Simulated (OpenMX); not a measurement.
Runs of OpenMX 3.8.5 on Ba. It takes space group Im-3m (No. 229, cubic). Conventional cell: a = 5.013 Å, b = 5.013 Å, c = 5.013 Å, α = 90.00°, β = 90.00°, γ = 90.00°. Ba (site symmetry m-3m) is surrounded by 8 Ba at 4.34 Å. 

```csv
potentials or basis,cell,gap on the mesh (eV),pressure (GPa),moment (μB)
"OpenMX 2013 LDA set, Ba10.0-s3p2d2, grid cutoff 300 Ry",as given,none,-1.2,0.00
"OpenMX 2013 LDA set, Ba10.0-s3p2d2, fixed grid of 36 × 36 × 36 points","strain yz of 0.01 (engineering), atoms clamped",none,-1.2,0.00
"OpenMX 2013 LDA set, Ba10.0-s3p2d2, fixed grid of 36 × 36 × 36 points","strain xx of -0.01 (engineering), atoms clamped",none,(a),0.00
"OpenMX 2013 LDA set, Ba10.0-s3p2d2, fixed grid of 36 × 36 × 36 points","strain xx of 0.01 (engineering), atoms clamped",none,-1.3,0.00
"OpenMX 2013 LDA set, Ba10.0-s3p2d2, fixed grid of 36 × 36 × 36 points","strain yz of -0.01 (engineering), atoms clamped",none,-1.2,0.00
```

Alike in all rows: task single point; level LDA-PW92; spin collinear, zero start; k mesh 9 × 9 × 9; smearing fermi-dirac 0.05 eV.

Q: Fill in the values left out.

A: (a) -1.1.

Caveats: the basis of atomic orbitals isn't converged, which shifts pressures, moduli and gaps.

A k mesh can miss the band edges, and the runs leave out spin-orbit coupling on Ba.

A gap of «none» marks a metal or a gap under the smearing width.

Runs at the PBE level aren't shown here.
